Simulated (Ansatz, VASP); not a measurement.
ZrO2: VASP beside Ansatz

Contents of INCAR:

```
PREC = Accurate
ENCUT = 520
EDIFF = 1E-7
ISMEAR = -1
SIGMA = 0.05
LREAL = False
LASPH = True
NELM = 80
ALGO = Normal
ISIF = 2
LWAVE = False
LCHARG = False
GGA = PE
NBANDS = 19
```

KPOINTS

```
Automatic mesh
0
Gamma
  9 9 9
```

POSCAR

```
ZrO2
1.0
    0.0000000000      2.5450727058      2.5450727058
    2.5450727058      0.0000000000      2.5450727058
    2.5450727058      2.5450727058      0.0000000000
Zr O
1 2
Direct
    0.0000000000      0.0000000000      0.0000000000
    0.7500000000      0.7500000000      0.7500000000
    0.2500000000      0.2500000000      0.2500000000
```

File input.yaml:

```yaml
crystal:
  lattice:
    - [0.0, 2.5450727058, 2.5450727058]
    - [2.5450727058, 0.0, 2.5450727058]
    - [2.5450727058, 2.5450727058, 0.0]
  atoms:
    - { symbol: Zr, position: [0.0, 0.0, 0.0] }
    - { symbol: O, position: [0.75, 0.75, 0.75] }
    - { symbol: O, position: [0.25, 0.25, 0.25] }
hamiltonian:
  xc: pbe
  pseudopotentials: { kind: paw }
kpoints:
  mp_grid: { grid: [9, 9, 9] }
scf:
  occupations: { method: fermi_dirac, width: 0.05 }
output:
  forces: true
  stress: true
  eigenvalues: true
```

Measurements of this composition are mostly on another form, of space group No. 14.

Alike in both runs: task single point; functional PBE; k mesh 9 × 9 × 9; occupations fermi-dirac, width 0.05 eV; no spin polarisation.

|  | VASP | Ansatz |
| --- | --- | --- |
| version | VASP 6.6.1 | Ansatz 0.2.0 |
| potentials or method | VASP PAW PBE potentials, release 64 (Zr_sv, O) | Ansatz PAW |
| plane-wave cutoff (eV) | 520 | 420 |
| valence electrons in the cell | 24 | 24 |

|  | VASP | Ansatz | Ansatz less VASP |
| --- | --- | --- | --- |
| gap on the k mesh at the Fermi level (eV) | 3.40 | 3.41 | +0.007 |
| least direct gap on the mesh (eV) | 3.88 | 3.89 | +0.009 |
| pressure (GPa) | 4.0 | 3.7 | -0.33 |

Caveats: an odd mesh through Γ misses points on the zone boundary, where band edges often lie (VASP); odd divisions of the mesh miss points on the zone boundary, where band edges often lie, so the gap on the mesh can be too wide (Ansatz); the pressure holds a Pulay correction of +0.7 GPa for the finite cutoff (Ansatz). PBE gaps usually lie below the measured ones, often by a third to a half.
